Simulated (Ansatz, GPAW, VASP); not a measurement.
ZnSe: programs and potentials compared

```
CELL_PARAMETERS angstrom
0.00000 2.83380 2.83380
2.83380 0.00000 2.83380
2.83380 2.83380 0.00000
ATOMIC_POSITIONS crystal
Se 0.75000 0.75000 0.75000
Zn 0.00000 0.00000 0.00000
```

Alike in all runs: task band structure; functional RPBE; k mesh 8 × 8 × 8; occupations fermi-dirac, width 0.05 eV; no spin polarisation; no spin-orbit coupling. Pressure is positive in compression and, in plane waves, holds the error of the finite cutoff. Gaps are the smaller of the mesh's and the band path's.

```csv
program and potentials,plane-wave cutoff (eV),notes,band gap (eV),pressure (GPa)
"GPAW, the program's PAW data sets (release 1.2.1) made for this functional",600,-,1.46,4.52
"Ansatz, all-electron LAPW, scalar-relativistic",-,-,1.46,4.37
"VASP, PBE PAW files Se, Zn, 520 eV",520,potentials made for PBE,1.45,4.59
```

The band gap spans 1.45 (VASP, PBE PAW files Se, Zn, 520 eV) to 1.46 eV (GPAW, the program's PAW data sets (release 1.2.1) made for this functional), with all-electron results at 1.46. The pressure spans 4.37 (Ansatz, all-electron LAPW, scalar-relativistic) to 4.59 GPa (VASP, PBE PAW files Se, Zn, 520 eV), with all-electron results at 4.37. Spin-orbit coupling, left out here, moves the band edges of heavy atoms.

Differences between rows come from potentials, basis sets and numerical settings, since the functional is the same but for its coding. Runs on potential files found faulty are left out.

The three treatments agree closely on both gap and pressure, so neither the frozen cores nor the use of PBE-made potentials with RPBE matters much here. That agreement supports the numerical implementation, not the accuracy of the functional: a gap near 1.46 eV is far below the measured gap of zinc-blende ZnSe. The main cause is the semilocal functional, whose Kohn–Sham gap lacks the derivative discontinuity. Zn 3d states placed too high add to the error, because their repulsion with Se 4p pushes the valence-band maximum upwards.

The positive pressure in every row, including the all-electron one, shows that RPBE favours a larger cell than the one used. This fits its known tendency to underbind solids and overestimate their lattice constants. Relaxing the volume would probably narrow the gap further, since expansion weakens the Zn–Se interaction and lowers the antibonding, s-like conduction-band minimum relative to the valence-band maximum. The underestimated gap therefore can't be blamed on the compressed cell.
